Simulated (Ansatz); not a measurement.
# Ir: energy over volume and cell shape, part 3 of 3

A grid of calculations on Ir (Fm-3m, No. 225; 1 atom in the cell), to see where the energy is lowest and how it rises around there.

Ansatz 0.2.0; DFT LDA, scalar-relativistic, plane waves, PAW. The steps go on from the part before.

## (16) What came out

This closing draws on all 3 parts. Changes of volume or cell count from the first structure of part 1.

```
                                                                                        quantity                                                                         value
                                                                     relaxed cell (conventional)     a = 3.811 Å, b = 3.811 Å, c = 3.811 Å, α = 90.00°, β = 90.00°, γ = 90.00°
                                                                            space group (0.01 Å)                                                               Fm-3m (No. 225)
                                                                                          volume                                                                 13.84 Å³/atom
                                                                                    lowest point                                                (13.835 Å³, 1.000), 0 meV/atom
                                                                          highest computed point                             (12.729 Å³, 0.734), 899 meV/atom above the lowest
                                                                                  pressure (GPa)  −26 at (14.942 Å³, 1.000) to 56 at (12.729 Å³, 0.680); 0 at the lowest point
                                                                             time for all points                                              4.3 min on 1 thread, shared host
step 4, run with ecutwfc 700 eV, basis.precision f64, eigensolver.kind davidson (against step 3)                                                                 -1.3 meV/atom
```

In words: The cell shrank by 2.2 % in volume on relaxing. LDA usually gives cells that are too small. A measured lattice constant a of Ir is 3.837 Å (powder; “Phase stability and electronic structure of iridium metal at the megabar range”, 2019, pmc:6586894); the calculated 3.811 Å misses it by -0.7 %. 2 values of this kind are on record in papers (3.837 to 3.838 Å); this one was drawn at random among those near their median, those with a stated uncertainty first. That is the cell relaxed with LDA, without thermal expansion or zero-point motion. The lowest computed point is at (13.835 Å³, 1.000), which is the relaxed crystal itself. The grid shows no other well, apart from its symmetry copies. The highest computed point, (12.729 Å³, 0.734), lies 899 meV/atom above the lowest. Round the minimum the two coordinates are nearly uncoupled. This is the Bain path: at c/a = 0.707 the lattice is bcc. On the nearest line of the grid, c/a = 0.734, the lowest energy is 654 meV/atom. Spin-orbit coupling is left out for Ir.
